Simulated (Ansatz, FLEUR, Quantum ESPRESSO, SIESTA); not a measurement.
# La2O3: 4 runs at one level of theory

```
La O
1.0
     3.93078    0.00000    0.00000
    -1.96539    3.40415    0.00000
     0.00000    0.00000    6.11195
La O
2 3
Direct
  0.33333 0.66667 0.24624
  0.66667 0.33333 0.75376
  0.00000 0.00000 0.00000
  0.33333 0.66667 0.64589
  0.66667 0.33333 0.35411
```

The cell is a database's computed one, not the measured one.

Alike in all runs: task band structure; functional LDA; k mesh 8 × 8 × 5; occupations fermi-dirac, width 0.05 eV; no spin polarisation; no spin-orbit coupling. LDA stands for any of its common fits. Pressure is positive in compression and, in plane waves, holds the error of the finite cutoff. Gaps are the smaller of the mesh's and the band path's.

```json
{"program and potentials": "FLEUR, all-electron, FLAPW", "plane-wave cutoff (eV)": "-", "notes": "-", "band gap (eV)": "3.73", "pressure (GPa)": "-", "largest force (eV/Å)": "-"}
{"program and potentials": "Quantum ESPRESSO, GBRV 1.5 LDA", "plane-wave cutoff (eV)": "612", "notes": "-", "band gap (eV)": "3.75", "pressure (GPa)": "-5.92", "largest force (eV/Å)": "0.143"}
{"program and potentials": "Ansatz, all-electron LAPW, scalar-relativistic", "plane-wave cutoff (eV)": "-", "notes": "-", "band gap (eV)": "3.73", "pressure (GPa)": "-6.27", "largest force (eV/Å)": "0.167"}
{"program and potentials": "SIESTA, files PseudoDojo sr-lda-0.4.1-standard, PseudoDojo sr-pbe-0.4.1-standard, DZP (energy shift 0.003 Ry; two zetas on semicore shells)", "plane-wave cutoff (eV)": "-", "notes": "atomic basis; potentials made for PBE", "band gap (eV)": "3.59", "pressure (GPa)": "0.78", "largest force (eV/Å)": "0.220"}
```

Force on atom 1 (La), eV/Å:

```csv
program and potentials,x,y,z
"Quantum ESPRESSO, GBRV 1.5 LDA",0.000,0.000,0.143
"Ansatz, all-electron LAPW, scalar-relativistic",0.000,0.000,0.167
"SIESTA, files PseudoDojo sr-lda-0.4.1-standard, PseudoDojo sr-pbe-0.4.1-standard, DZP (energy shift 0.003 Ry; two zetas on semicore shells)",0.000,0.000,-0.220
```

The band gap spans 3.59 (SIESTA, files PseudoDojo sr-lda-0.4.1-standard, PseudoDojo sr-pbe-0.4.1-standard, DZP (energy shift 0.003 Ry; two zetas on semicore shells)) to 3.75 eV (Quantum ESPRESSO, GBRV 1.5 LDA), with all-electron results at 3.73. The pressure spans -6.27 (Ansatz, all-electron LAPW, scalar-relativistic) to 0.78 GPa (SIESTA, files PseudoDojo sr-lda-0.4.1-standard, PseudoDojo sr-pbe-0.4.1-standard, DZP (energy shift 0.003 Ry; two zetas on semicore shells)), with all-electron results at -6.27. The paths' points differ, which is worth about 0.01 eV. Rows in atomic bases carry the error of their basis and grid, which can be large.

The functional is the same throughout but for its coding, so the spread measures potentials, basis and numerics; runs on potential files found faulty are left out.
